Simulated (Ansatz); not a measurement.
# Cd₂Se₅: competing structures

Method: Ansatz 0.2.0, DFT PBE, scalar-relativistic, plane waves, PAW. Settings: cutoff 420 eV, Γ-centred meshes spaced at most about 0.3 Å⁻¹, and about 0.25 Å⁻¹ or finer for metals (2π included), Gaussian smearing. No spin polarisation.

Energies over the elements count from the elements' standard structures at the same level, with no fitted energy shifts.

All energies are static (0 K, no zero-point motion). The comparison covers the computed candidates alone. Weakly bound directions are ill-defined at this level, which has no dispersion term (P-3m1, R-3m), and this can change margins and order among such cells. The reference form of Se is held partly by dispersion forces, which this level lacks.

Invented guesses were relaxed alike, and ends that match in structure were merged. ΔE counts from the first row. Coordination counts Se atoms around Cd (those within 1.25 times the shortest such distance or 1.15 times the sum of covalent radii, 1.27 where that leaves under three; a plus sign parts nearer from farther groups). The ends were matched against large subsets of the Crystallography Open Database and the Materials Project, so a missing match doesn't prove that a structure is unreported.

```json
{"#": "1", "reached from": "a relaxed cell, shaken at random and relaxed again", "type and space group": "C2 (No. 5)", "atoms": "7", "Å³/atom": "29.8", "coordination": "Cd 5", "ΔE (meV/atom)": "0", "gap on mesh (eV)": "0.00", "in databases": "no match"}
{"#": "2", "reached from": "a cell proposed by chemical analogy", "type and space group": "P-3m1 (No. 164)", "atoms": "7", "Å³/atom": "28.8", "coordination": "Cd 3+1", "ΔE (meV/atom)": "46", "gap on mesh (eV)": "0.00", "in databases": "no match"}
{"#": "3", "reached from": "a cell proposed by chemical analogy", "type and space group": "R-3m (No. 166)", "atoms": "7", "Å³/atom": "27.0", "coordination": "Cd 3", "ΔE (meV/atom)": "97", "gap on mesh (eV)": "0.00", "in databases": "no match"}
{"#": "4", "reached from": "a cell proposed by chemical analogy", "type and space group": "I4/m (No. 87)", "atoms": "7", "Å³/atom": "27.7", "coordination": "Cd 4", "ΔE (meV/atom)": "107", "gap on mesh (eV)": "0.00", "in databases": "no match"}
```

The lowest: Space group C2 (No. 5), monoclinic, a = 7.673 Å, b = 4.846 Å, c = 11.251 Å, β = 93.0°. Cd is surrounded by 5 Se at 2.66–2.88 Å; around Se on a site of symmetry 1 lie 4 Cd at 2.66–2.88 Å and 1 Se at 3.23 Å; Se on a second site of symmetry 1 has 1 Se at 2.34 Å, 1 Cd at 2.88 Å and 2 Se at 3.22–3.23 Å; Se on a site of symmetry 2 has 2 Se at 2.34 Å. Its energy over the elements is −0.17 eV/atom. It lies below the elements, which doesn't yet make it stable against other compounds or structures. An observed structure of this formula, if there is one, may be missing.

```
Cd Se
1.0
     3.83656   -2.42307    0.00000
     3.83656    2.42307    0.00000
    -0.58969    0.00000   11.23574
Cd Se
2 5
Direct
  0.22410 0.45821 0.12648
  0.54179 0.77590 0.87352
  0.57779 0.79801 0.12999
  0.20199 0.42221 0.87001
  0.41815 0.25699 0.36816
  0.74301 0.58184 0.63184
  0.29419 0.70581 0.50000
```

The second: Space group P-3m1 (No. 164), trigonal, a = 4.219 Å, c = 13.073 Å. Cd is surrounded by 3 Se at 2.60 Å, 1 Se at 2.98 Å and 3 Cd at 3.19 Å; around Se on a site of symmetry 3m lie 3 Cd at 2.60 Å and 1 Cd at 2.98 Å; Se on a second site of symmetry 3m has 3 Se at 2.79 Å; Se on a site of symmetry -3m is surrounded by 6 Se at 2.79 Å. Counting Se atoms around Cd, the first has Cd 5 and the second has Cd 3+1. The first holds Se–Se units of three or more atoms (shortest 2.34 Å); in the second the shortest Se–Se distance is 2.79 Å, near bonding range too. Cells relaxed within their symmetry can be saddle points. Some candidate types were left out of the draw beforehand, so a known form may be missing.
